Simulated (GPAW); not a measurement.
Runs of GPAW 26.7.0 on CdSe (Cadmoselite). The structure is hexagonal, space group P6_3mc (No. 186). The conventional cell has a = 4.300 Å, b = 4.300 Å, c = 7.231 Å, α = 90.00°, β = 90.00°, γ = 120.00°. Around Cd (site symmetry 3m) lie 4 Se at 2.62 to 2.78 Å. Se (site symmetry 3m) has 4 Cd at 2.62 to 2.78 Å as nearest neighbours. 

| task | level | potentials or basis | cell | k mesh | cutoff (eV) | smearing | response ecut | maxiter | response k mesh | response bands | kernels | gap on the mesh (eV) |
| --- | --- | --- | --- | --- | --- | --- | --- | --- | --- | --- | --- | --- |
| dielectric tensor | PBE | GPAW PAW data sets (gpaw-data 1.2.1), pw | P6_3mc, 28.95 Å³/atom | 6 × 6 × 3 | 500 | fermi-dirac 0.001 eV | 80 eV | 150 | 11 × 11 × 6 | 58 | ["RPA"] | 0.62 |
| dielectric tensor | PBE | GPAW PAW data sets (gpaw-data 1.2.1), pw | P6_3mc, 27.26 Å³/atom | 6 × 6 × 3 | 500 | fermi-dirac 0.001 eV | 80 eV | 150 | 11 × 11 × 6 | 58 | ["RPA"] | 0.72 |
| dielectric tensor | PBE | GPAW PAW data sets (gpaw-data 1.2.1), pw | P6_3mc, 27.68 Å³/atom | 6 × 6 × 3 | 500 | fermi-dirac 0.001 eV | 80 eV | 150 | 11 × 11 × 6 | 58 | ["RPA"] | 0.71 |
| dielectric tensor | PBE | GPAW PAW data sets (gpaw-data 1.2.1), pw | P6_3mc, 28.1 Å³/atom | 6 × 6 × 3 | 500 | fermi-dirac 0.001 eV | 80 eV | 150 | 11 × 11 × 6 | 58 | ["RPA"] | 0.70 |
| dielectric tensor | LDA | the program's PAW data sets (release 1.2.1) made for this functional, pw | P6_3mc, 28.1 Å³/atom | 6 × 6 × 3 | 450 | fermi-dirac 0.001 eV | 80 eV | 150 | 11 × 11 × 6 | 58 | ["RPA", "ALDA", "LR0.2"] | (b) |
| dielectric tensor | PBE | GPAW PAW data sets (gpaw-data 1.2.1), pw | P6_3mc, 28.52 Å³/atom | 6 × 6 × 3 | 500 | fermi-dirac 0.001 eV | 80 eV | 150 | 11 × 11 × 6 | 58 | ["RPA"] | (a) |
| single point | PBE | GPAW PAW data sets (gpaw-data 1.2.1), pw | P6_3mc, 28.1 Å³/atom | 6 × 6 × 3 | 500 | fermi-dirac 0.05 eV | - | 120 | - | - | - | 0.70 |

Alike in all rows: no spin polarisation.

**Question.** Fill in the values left out.

**Answer.** (a) 0.66; (b) 0.42.

Caveats: the long-wavelength limit can be off by several per cent where d states take part (some runs); an odd mesh through Γ misses points on the zone boundary, where band edges often lie (some runs); the gap is small at this level, which inflates the dielectric constant (some runs); the dielectric constant isn't converged in the k mesh (some runs); the cutoff is short for stress and forces, so pressures can be off by a GPa or more (some runs).

A k mesh can miss the band edges, and the runs leave out spin-orbit coupling on Cd, Se.
